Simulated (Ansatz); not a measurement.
# Hf2NS2 MXene monolayer in a perpendicular field

Aim: how the Hf2NS2 MXene monolayer screens a field along its normal, and what the field does to its bands. A positive field points along +c.

Main program and level: Ansatz 0.2.0; plane-wave DFT, PBE-D3(BJ), Ansatz PAW.

## (1) Starting point

The cell holds 5 atoms: 2 S, 2 Hf and 1 N. Its edges and angles: a = 3.217 Å, b = 3.217 Å, c = 43.448 Å, α = 90.0°, β = 90.0°, γ = 120.0°. Vacuum lies along c.

## (2) Relaxation

The starting cell is a guess, so the in-plane lattice and the atoms are relaxed first, with the slab cut off from its images along the normal.

Input file input.yaml:

```yaml
crystal:
  lattice:
    - [3.2175, 0.0, 0.0]
    - [-1.60875, 2.7864367367, 0.0]
    - [0.0, 0.0, 43.4484494511]
  atoms:
    - { symbol: S, position: [0.3333333333, 0.6666666667, 0.4280935277] }
    - { symbol: Hf, position: [0.6666666667, 0.3333333333, 0.4707805504], spin: 1.0 }
    - { symbol: "N", position: [0.0, 0.0, 0.5] }
    - { symbol: Hf, position: [0.3333333333, 0.6666666667, 0.5292194496], spin: 1.0 }
    - { symbol: S, position: [0.6666666667, 0.3333333333, 0.5719064723] }
  periodic: [true, true, false]
magnetization:
  spin_polarized: true
kpoints:
  mp_grid: { grid: [12, 12, 1] }
hamiltonian:
  xc: pbe
  dispersion: d3bj
scf:
  occupations: { method: fermi_dirac, width: 0.05 }
  convergence: { dr2_threshold: 1.0e-09 }
relax:
  f_tol: 0.004
  max_steps: 90
  cell: {}
output:
  write_potential: true
  write_density: true
  volumetric_format: npy
```

The run is started by

```console
$ ansatz run input.yaml --threads 2 --pin off --max-ram 3072MiB --backend cpu --events-out ev --progress --plain --runs-dir out
```

Numbers of over 12 decimals in the logs are rounded to 6 here.

Output:

```text
Warning: relax.cell: scf.convergence.dr2_threshold = 1e-9 eV is looser than the 1.8938525231e-10 eV advised for a relaxation that steers and ends on the stress (1e-10 eV for each atom of the cell: 5, times the square of relax.cell.stress_2d_tol = 0.05 N/m over 16.2 Å (the atoms' height at the walk's start and 5 Å past either face), 3.077e-2 GPa, over a crystal's default 0.05). What an SCF threshold leaves in a stress goes as its square root, and in the free energy as the threshold itself, and one threshold admits the most on a small cell: [figures from the program's tests cut] Set scf.convergence.dr2_threshold to 1.8938525231e-10 eV or tighter. [rest of the remark cut]
Engine: ansatz 0.2.0, aarch64-unknown-linux-gnu
Pseudopotentials: kind: paw
Pseudopotential: S, paw, valence charge 6, recommended cutoff 420 eV (normal), S.paw.azcp
Pseudopotential: Hf, paw, valence charge 26, recommended cutoff 420 eV (normal), Hf.paw.azcp
Pseudopotential: N, paw, valence charge 5, recommended cutoff 420 eV (normal), N.paw.azcp
Functional definition: PBE
  parameter kappa = 0.804
  parameter beta = 0.066725
  exchange = pbe_x(kappa = kappa, mu = beta*pi^2/3)
  correlation = pbe_c(beta = beta)
Crystal: 5 atoms, lattice volume = 389.531 Å³
Basis set: ecut = 420 eV, 7717 PW (Γ), exchange–correlation on 48×48×600 points (8 copies of the dense FFT grid, shifted against one another)
Bands: 43, of which v1, the nominal top of the filled ones, is band 35 counted from 1 (34 counted from 0)
Symmetry: 12 space group operations
Space group: P-3m1 (ITA 164), of the structure as read, at distance tolerance 7.3e-5 Å
Magnetic group: BNS 164.85 (UNI 1315), of the structure as read, at distance tolerance 7.3e-5 Å
k-points: 19 of 144
Non-local potential: S, projectors of the file, l = 0: 2, l = 1: 2, l = 2: 2
Non-local potential: Hf, projectors of the file, l = 0: 3, l = 1: 2, l = 2: 2, l = 3: 3
Non-local potential: N, projectors of the file, l = 0: 2, l = 1: 2, l = 2: 1
PAW form: soft (Blöchl's): semilocal exchange-correlation on the pseudo side does not see the compensation charge
PAW one-centre angular grid: S, 110 points (default); XC on 64 Gauss nodes
PAW one-centre angular grid: Hf, 590 points (default); XC on 64 Gauss nodes
PAW one-centre angular grid: N, 110 points (default); XC on 64 Gauss nodes
Initial density: superposition of atomic densities (neutral atoms: chi_scale 0, normalization atom)
Starting moments: Σ|m| = 2 μB on 2 of 5 sites
Initial wavefunctions: pseudopotential atomic-orbital guess
Functional: x = pbe(κ = 0.804, μ = 0.219515), c = pbe(β = 0.066725)
SCF iter   1: F=—  HF=-33641.155114 eV  |F-HF|=—  |Δ(HF+E_count)|=         —  Δρ=2.26e-2 (↑2.26e-2 ↓2.13e-2)  dr2=9.30e0  dr2_m=1.48e-1  M=0.452 μB ∫|m|=0.695 μB  β_m=0.30  ethr=3.10e-3  ⟨swp⟩=15.1  Hψ=11127  notcnv=0  defer=2
Mixer restart at iter 1: flushing history
preconditioner: auto → LDOS  [metal: Δε(μ)=0.013 eV  Ē_g=16.507 eV  σ=0.050 eV  W_gap=0.07  n_scr=28 (ndim 8)  ℏωp=15.2 eV  f_vac=0.773  D(μ)=1.80/eV (n_scr^D=12)]
spin=Collinear: LDOS preconditioning applied to the charge; magnetization (m = ρ↑ − ρ↓) channel mixes plain (no charge-response kernel on spin).
SCF iter   2: F=—  HF=-33639.182248 eV  |F-HF|=—  |Δ(HF+E_count)|=    1.97e0  Δρ=1.14e-2 (↑1.14e-2 ↓9.40e-3)  dr2=2.01e0  dr2_m=8.29e-2  M=0.358 μB ∫|m|=0.600 μB  β_m=0.41  ethr=3.10e-3  ⟨swp⟩=4.0  Hψ=4081  notcnv=0  defer=99
SCF iter   3: F=—  HF=-33638.860424 eV  |F-HF|=—  |Δ(HF+E_count)|=   3.22e-1  Δρ=5.24e-3 (↑5.24e-3 ↓3.87e-3)  dr2=3.25e-1  dr2_m=2.42e-2  M=0.239 μB ∫|m|=0.420 μB  β_m=0.61  ethr=2.91e-3  ⟨swp⟩=3.0  Hψ=3108  notcnv=0  defer=102
SCF iter   4: F=—  HF=-33638.946499 eV  |F-HF|=—  |Δ(HF+E_count)|=   8.61e-2  Δρ=1.69e-3 (↑1.69e-3 ↓1.66e-3)  dr2=2.48e-2  dr2_m=2.57e-3  M=0.105 μB ∫|m|=0.190 μB  β_m=0.58  ethr=4.71e-4  ⟨swp⟩=3.4  Hψ=3588  notcnv=0  defer=102
SCF iter   5: F=—  HF=-33638.951259 eV  |F-HF|=—  |Δ(HF+E_count)|=         —  Δρ=9.64e-4 (↑9.64e-4 ↓8.95e-4)  dr2=1.97e-3  dr2_m=2.38e-3  M=0.043 μB ∫|m|=0.105 μB  β_m=0.58  ethr=3.59e-5  ⟨swp⟩=3.8  Hψ=4491  notcnv=0  defer=102
SCF iter   6: F=—  HF=-33638.953417 eV  |F-HF|=—  |Δ(HF+E_count)|=   2.16e-3  Δρ=5.46e-4 (↑5.46e-4 ↓4.93e-4)  dr2=3.38e-4  dr2_m=8.39e-4  M=0.026 μB ∫|m|=0.066 μB  β_m=0.77  ethr=2.86e-6  ⟨swp⟩=3.3  Hψ=3686  notcnv=0  defer=102
SCF iter   7: F=—  HF=-33638.954577 eV  |F-HF|=—  |Δ(HF+E_count)|=   1.16e-3  Δρ=2.22e-4 (↑2.03e-4 ↓2.22e-4)  dr2=7.86e-5  dr2_m=1.36e-4  M=0.011 μB ∫|m|=0.029 μB  β_m=0.77  ethr=4.90e-7  ⟨swp⟩=3.4  Hψ=3916  notcnv=0  defer=102
SCF iter   8: F=—  HF=-33638.954761 eV  |F-HF|=—  |Δ(HF+E_count)|=   1.83e-4  Δρ=6.70e-5 (↑6.70e-5 ↓6.49e-5)  dr2=2.30e-5  dr2_m=1.17e-5  M=0.003 μB ∫|m|=0.009 μB  β_m=0.73  ethr=1.14e-7  ⟨swp⟩=3.5  Hψ=4150  notcnv=0  defer=102
SCF iter   9: F=—  HF=-33638.954783 eV  |F-HF|=—  |Δ(HF+E_count)|=   2.26e-5  Δρ=2.03e-5 (↑2.03e-5 ↓1.26e-5)  dr2=1.55e-6  dr2_m=7.49e-7  M=0.000 μB ∫|m|=0.002 μB  β_m=0.72  ethr=3.33e-8  ⟨swp⟩=3.3  Hψ=3746  notcnv=0  defer=102
SCF iter  10: F=—  HF=-33638.954784 eV  |F-HF|=—  |Δ(HF+E_count)|=   7.07e-7  Δρ=4.56e-6 (↑4.56e-6 ↓4.19e-6)  dr2=2.22e-8  dr2_m=6.00e-8  M=0.000 μB ∫|m|=0.000 μB  β_m=0.81  ethr=2.25e-9  ⟨swp⟩=3.9  Hψ=4397  notcnv=0  defer=102
SCF iter  11: F=—  HF=-33638.954784 eV  |F-HF|=—  |Δ(HF+E_count)|=   3.38e-7  Δρ=1.26e-6 (↑1.02e-6 ↓1.26e-6)  dr2=7.40e-9  dr2_m=3.58e-9  M=-0.000 μB ∫|m|=0.000 μB  β_m=0.83  ethr=3.22e-11  ⟨swp⟩=4.1  Hψ=4659  notcnv=0  defer=102
SCF iter  12: F=—  HF=-33638.954784 eV  |F-HF|=—  |Δ(HF+E_count)|=   3.31e-8  Δρ=4.49e-7 (↑4.49e-7 ↓2.41e-7)  dr2=2.99e-9  dr2_m=1.98e-10  M=-0.000 μB ∫|m|=0.000 μB  β_m=0.77  ethr=1.07e-11  ⟨swp⟩=3.7  Hψ=3800  notcnv=0  defer=102
SCF iter  13: F=-33638.954784 eV  HF=-33638.954784 eV  |F-HF|=2.18e-9  |Δ(HF+E_count)|=   2.84e-9  Δρ=1.01e-7 (↑1.01e-7 ↓6.07e-8)  dr2=5.99e-11  dr2_m=1.71e-11  M=-0.000 μB ∫|m|=0.000 μB  ethr=1.45e-12  ⟨swp⟩=10.2  Hψ=15306  notcnv=0
WARN: the starting moments were not kept: the SCF closed with an absolute magnetisation of 7.4e-6 μB, where they sum to 2 μB in size (2 sites). That is at most 0.1 of that sum. Measured as dr2_m measures the in/out step, that magnetisation stands 3.6e-12 eV from none, at or under the dr2_threshold of 1.0e-9 eV: it is no larger than a step whose dr2_m would equal this threshold. The system may hold no moment; this SCF [...]
SCF 1 converged in 13 iterations: F = -33638.954784 eV  dr2 = 5.99e-11
[...]
relax step   7: F+E_penalty+E_count = -33639.94703586 eV  Δ(F+E_penalty+E_count) = -9.035e-6 eV  max|allowed force component| = 6.285e-5 eV/Å  Δτ_max = 0.0005 Å  P = -0.000 N/m  Ω = 430.003 Å³  energy of the carried Pulay correction = -7.828e-3 eV  fix = [c, alpha, beta]  reactions: c -0.000 N/m  (5 SCF iters, accepted)
[...]
relax step   8: F+E_penalty+E_count = -33639.95976005 eV  Δ(F+E_penalty+E_count) = -1.272e-2 eV  max|allowed force component| = 3.129e-3 eV/Å  Δτ_max = 0.0000 Å  P = +0.177 N/m  Ω = 430.003 Å³  fix = [c, alpha, beta]  reactions: c +0.000 N/m  stress off target by 1.77e-1 N/m on what of the cell is left free  SCF on the basis re-selected at this cell (its energy is not comparable with the rows above)  (7 SCF iters)
[...]
relax step   9: F+E_penalty+E_count = -33639.95974873 eV  Δ(F+E_penalty+E_count) = +1.132e-5 eV  max|allowed force component| = 1.205e-4 eV/Å  Δτ_max = 0.0017 Å  P = +0.013 N/m  Ω = 430.606 Å³  energy of the carried Pulay correction = -9.859e-5 eV  fix = [c, alpha, beta]  reactions: c +0.000 N/m  (7 SCF iters, accepted)
iter 1 solved again at ethr=2.95e-7 eV; its pass at ethr=3.10e-3 eV (dr2=2.04e-4 eV) is discarded
SCF iter   1: F=—  HF=-33639.960047 eV  |F-HF|=—  |Δ(HF+E_count)|=         —  Δρ=1.46e-6 (↑1.39e-6 ↓1.46e-6)  dr2=3.70e-8  dr2_m=3.16e-11  M=-0.000 μB ∫|m|=0.000 μB  β_m=0.65  ethr=2.95e-7  ⟨swp⟩=6.3  Hψ=19060  notcnv=0
eigensolver tolerance schedule: the retry pair's looser diagonalisation over-reported the residual by 5506.72 of it (diagonalisation noise at 1.10 of the residual, at the tolerance the schedule requests for it); recorded, not acted on — ethr = c·dr2/N_el stays at c = 1.0e-1
preconditioner: auto → LDOS  [metal: Δε(μ)=0.048 eV  Ē_g=16.865 eV  σ=0.050 eV  W_gap=0.24  n_scr=26 (ndim 8)  ℏωp=14.4 eV  f_vac=0.791  D(μ)=1.91/eV (n_scr^D=12)]
spin=Collinear: LDOS preconditioning applied to the charge; magnetization (m = ρ↑ − ρ↓) channel mixes plain (no charge-response kernel on spin).
SCF iter   2: F=—  HF=-33639.959848 eV  |F-HF|=—  |Δ(HF+E_count)|=   1.98e-4  Δρ=1.25e-6 (↑1.25e-6 ↓1.20e-6)  dr2=4.45e-8  dr2_m=1.24e-11  M=-0.000 μB ∫|m|=0.000 μB  β_m=0.30  ethr=5.36e-11  ⟨swp⟩=6.1  Hψ=7246  notcnv=0
SCF iter   3: F=—  HF=-33639.959848 eV  |F-HF|=—  |Δ(HF+E_count)|=   2.16e-7  Δρ=6.60e-7 (↑6.60e-7 ↓6.26e-7)  dr2=8.87e-9  dr2_m=1.41e-11  M=-0.000 μB ∫|m|=0.000 μB  β_m=0.63  ethr=5.36e-11  ⟨swp⟩=3.7  Hψ=3049  notcnv=0
SCF iter   4: F=-33639.959849 eV  HF=-33639.959849 eV  |F-HF|=1.78e-7  |Δ(HF+E_count)|=   4.51e-7  Δρ=2.04e-7 (↑1.99e-7 ↓2.04e-7)  dr2=6.12e-10  dr2_m=5.15e-12  M=-0.000 μB ∫|m|=0.000 μB  ethr=1.45e-12  ⟨swp⟩=15.7  Hψ=17159  notcnv=0
the starting moments were not kept: the SCF closed with an absolute magnetisation of 7.3e-6 μB, where they sum to 2 μB in size (2 sites). That is at most 0.1 of that sum. Measured as dr2_m measures the in/out step, that magnetisation stands 3.9e-12 eV from none, at or under the dr2_threshold of 1.0e-9 eV: it is no larger than a step whose dr2_m would equal this threshold.
SCF 10 converged in 4 iterations: F = -33639.959849 eV  dr2 = 6.12e-10
relax step  10: F+E_penalty+E_count = -33639.95984871 eV  Δ(F+E_penalty+E_count) = -9.998e-5 eV  max|allowed force component| = 1.347e-4 eV/Å  Δτ_max = 0.0000 Å  P = +0.014 N/m  Ω = 430.606 Å³  fix = [c, alpha, beta]  reactions: c +0.000 N/m  stress off target by 1.38e-2 N/m on what of the cell is left free  SCF on the basis re-selected at this cell (its energy is not comparable with the rows above)  (4 SCF iters)
basis re-selected at this cell: Δ(F+E_penalty+E_count) = -9.998e-5 eV, ΔP = +0.000 N/m vs the last step (what re-selecting the basis moved, of the pressure what is left beyond the Pulay correction that the steps carried, after the strain that the cell walked since its last selection, with what the two solves' SCF thresholds leave and, on support functions, any second-order correction that the steps lacked; it is no m [...]
WARN: The output density's exchange-correlation potential varies sharply where the density is thin. Do not read a vacuum level from v_tot or v_xc, or from such a field of the output density. On a cell that repeats whose density bears no net charge and no dipole along the vacuum's axis use v_es (v_loc + v_h of the components); under efield.dipole_correction with no amplitude use v_es + v_field, which holds any externa [...]
SCF converged after 4 iterations
Magnetization: -0.0000 μB (34.5000 up, 34.5000 down)
Absolute magnetization: 0.0000 μB (∫|ρ↑−ρ↓|, with the PAW one-centre terms)
Spin contamination: 0.0000 ħ² per cell (⟨S²⟩ above its minimum at these occupations)
Per-site moments (μB) at R_I (Å): [(1.1658350849395041e-7, 1.031116), (-8.823754009837659e-7, 0.962133), (1.0507953083979656e-6, 0.962133), (-8.823754010122454e-7, 0.962133), (1.1658350858309723e-7, 1.031116)]
Free energy (F): -33639.959849 eV
Harris-Foulkes:  -33639.959849 eV  (|F-HF|=1.78e-7)
Internal energy: -33639.945292 eV  (E = F + TS)
E sigma→0 (E₀):  -33639.952570 eV
Entropy (-TS):   -0.014557 eV (-2.911 meV/atom)
Fermi energy:    -5.541933 eV
--- Per-component energies (eV) ---
  E_band       = -1498.743999
  E_kinetic    = 1190.976767
  E_local      = -399221.701391  (includes V_loc(G=0)·N_el)
  E_nonlocal   = -2385.110565
  E_hartree    = 198441.980017
  E_xc         = -856.035336
  E_vxc        = -785.989388  (∫ρ·V_xc dr)
  E_paw        = -15182.184698  (= ΣΔE_a)
  E_vpaw       = 2819.113635  (= ΣTr[D̂ρ^β])
  E_aug_tail   = 0.000092  (compensation charges beyond the density's cutoff)
  E_ewald      = 184373.563669
  E_disp       = -1.433849  (pairwise vdW)
  E_smearing   = -0.014557  (= −TS)
  E_closure    = -0.000000  (closes the sum)
  Σ components = -33639.959849   (vs F -33639.959849, Δ=0.00e0)
--- Forces (eV/Å), atoms counted from 1 ---
  atom   1  S     -0.00000000     0.00000000     0.00002383
  atom   2  Hf    -0.00000000    -0.00000000     0.00013472
  atom   3  N      0.00000000     0.00000000     0.00000000
  atom   4  Hf     0.00000000     0.00000000    -0.00013472
  atom   5  S      0.00000000    -0.00000000    -0.00002383
  max |Σ_I F_I| component: 7.52e-18 eV/Å
--- 2D stress c σ (N/m, compression-positive) ---
        0.013774       0.000000       0.000000
        0.000000       0.013774       0.000000
        0.000000       0.000000       0.000000
  P = ½ c Tr σ = 0.0138 N/m
--- Band table (eV; the first three rows and the last of 38) ---
  k-point 0 ↑: bands = [... 31 lower, -7.4135, -6.3034, -6.3034, -4.8892, -4.8892, -4.6024, -3.5323, -2.8569, ... 4 higher]
  k-point 1 ↑: bands = [... 31 lower, -7.0928, -6.9495, -6.5725, -5.0395, -4.5808, -4.3822, -3.2898, -2.9832, ... 4 higher]
  k-point 2 ↑: bands = [... 31 lower, -7.4724, -7.1780, -6.9512, -5.5728, -4.0586, -3.9579, -3.1966, -2.6387, ... 4 higher]
  k-point 18 ↓: bands = [... 31 lower, -8.9115, -8.4771, -8.4771, -4.0242, -4.0242, -3.4200, -1.6498, -1.6498, ... 4 higher]
  the weakly bound empty levels are not read free of the cell's end (no_gap_told)
--- Relaxed structure (8 steps of the walk, 8 accepted, 2 SCFs on fresh bases) ---
  F+E_penalty+E_count = -33639.95984871 eV   max|allowed force component| = 1.347e-4 eV/Å   (the final SCF, on the basis selected at the relaxed cell)
  cell:  # Å, volume = 430.6062 Å³
    - [3.382888, 0.0, 0.0]
    - [-1.691444, 2.929667, 0.0]
    - [0.0, 0.0, 43.4484494511]
  atoms:
    - { symbol: S, position: [0.333333, 0.666667, 0.434749] }
    - { symbol: Hf, position: [0.666667, 0.333333, 0.470655] }
    - { symbol: N, position: [0, 0, 0.5] }
    - { symbol: Hf, position: [0.333333, 0.666667, 0.529345] }
    - { symbol: S, position: [0.666667, 0.333333, 0.565251] }
```

Run time: 4.4 min. Hardware: 2 threads of Arm Neoverse V2, shared host; peak memory 1 GiB; 8.8 min of CPU time.

Step by step:

```tsv
step	energy less that of the first step (eV)	largest force component (eV/Å)	volume (Å³)
1	0.0000	2.3956	389.53
2	-0.7611	0.7917	399.91
3	-0.8492	1.4343	439.06
4	-0.9861	0.1206	433.71
5	-0.9914	0.0645	431.00
6	-0.9922	0.0170	429.98
7	-0.9923	0.0001	430.00
8*	-1.0050	0.0031	430.00
9	-1.0050	0.0001	430.61
10*	-1.0051	0.0001	430.61
```

Relaxation steps marked * repeat the geometry before them on a plane-wave basis chosen anew for their cell, so energy and pressure can jump there.

Forces are held to the 12 operations that the run works with; a distortion that breaks them can't arise in this run.

```tsv
cell as run	before	after	change
a (Å)	3.217	3.383	+5.1 %
b (Å)	3.217	3.383	+5.1 %
```

The atoms that moved most (Å, along periodic axes as changes of fractional coordinates times the final cell, across vacuum about the mean position):

```tsv
atom	dx	dy	dz	length
S1	0.000	0.000	0.289	0.289
S5	0.000	0.000	-0.289	0.289
Hf4	0.000	0.000	0.005	0.005
Hf2	0.000	0.000	-0.005	0.005
```

Final coordinates:

```xyz
5
Lattice="3.3829 0.0000 0.0000 -1.6914 2.9297 0.0000 0.0000 0.0000 43.4484" Properties=species:S:1:pos:R:3
S     0.0000    1.9531   18.8892
Hf    1.6914    0.9766   20.4492
N     0.0000    0.0000   21.7242
Hf    0.0000    1.9531   22.9992
S     1.6914    0.9766   24.5593
```

Numbers from this step:

| Quantity | Value |
| --- | --- |
| energy at zero smearing | -33639.9526 eV |

The lattice constant a goes from 3.217 to 3.383 Å.

[end of part 1 of 2]

[Logs are printed without paths, hosts, clocks, repeated set-up lines and the standing remarks that a program may print on its own settings, such as how far it seeks lower states.]

[Hosts, paths, dates, database ids (printed as entryN), source tags and the programs' standing remarks are cut or masked in the printed files.]

[Maps of the electrostatic potential energy from Ansatz leave out the sawtooth potential of an applied field or a dipole correction, so their vacuum need not be flat; planar profiles and work functions include it.]
